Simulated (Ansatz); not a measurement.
Wanted: the native input for an Ansatz 0.2.0 run.

```
Task                : single point
Functional          : PBE
Potentials or basis : Ansatz PAW
Cutoff              : 420 eV (not typed: the program's choice for these potentials)
k mesh              : 10 × 10 × 6
Occupations         : fermi-dirac, width 0.05 eV
Spin                : collinear spin, ferromagnetic start
Starting moments    : [1.5, 1.5] μB
Fixed moment        : 3 μB
```

Crystal: Fe.

```
CELL_PARAMETERS angstrom
2.43416 0.00000 0.00000
-1.21708 2.10804 0.00000
0.00000 0.00000 3.84193
ATOMIC_POSITIONS crystal
Fe 0.66667 0.33333 0.75000
Fe 0.33333 0.66667 0.25000
```

This isn't the form of Fe at room conditions, which is bcc.

These files were run (other wordings do the same):

input.yaml

```yaml
crystal:
  lattice:
    - [2.4341575853, 0.0, 0.0]
    - [-1.2170787927, 2.1080423057, 0.0]
    - [0.0, 0.0, 3.84193447]
  atoms:
    - { symbol: Fe, position: [0.6666666667, 0.3333333333, 0.75], spin: 1.5 }
    - { symbol: Fe, position: [0.3333333333, 0.6666666667, 0.25], spin: 1.5 }
hamiltonian:
  xc: pbe
  pseudopotentials: { kind: paw }
magnetization:
  spin_polarized: true
  initial_magnetization: 3.0
  spin_locking: { lock_magnetization: hard }
kpoints:
  mp_grid: { grid: [10, 10, 6] }
scf:
  occupations: { method: fermi_dirac, width: 0.05 }
  lower_state_search: "off"
output:
  forces: true
  stress: true
  eigenvalues: true
```

Potentials or basis: Ansatz PAW.

Command:

```console
$ ansatz run input.yaml --threads 2 --pin off --max-ram 5632MiB --backend cpu --events-out ev --progress --plain --runs-dir out
```

It gave:

```yaml
Pressure: 30.9 GPa
Net_moment: 3.00 μB per cell
Absolute_moment: 3.06 μB per cell
Site_moments: Fe +1.49 μB
```

Caveat: a pressure of tens of GPa on the cell as given is suspect, and the run, the potentials or the cell itself is likely at fault; the total moment is fixed, so each spin has its own Fermi level; the thresholds are loose for stress.

It took 1.9 s on 2 threads of Arm Neoverse V2, on a shared host, peak memory 0.28 GiB.
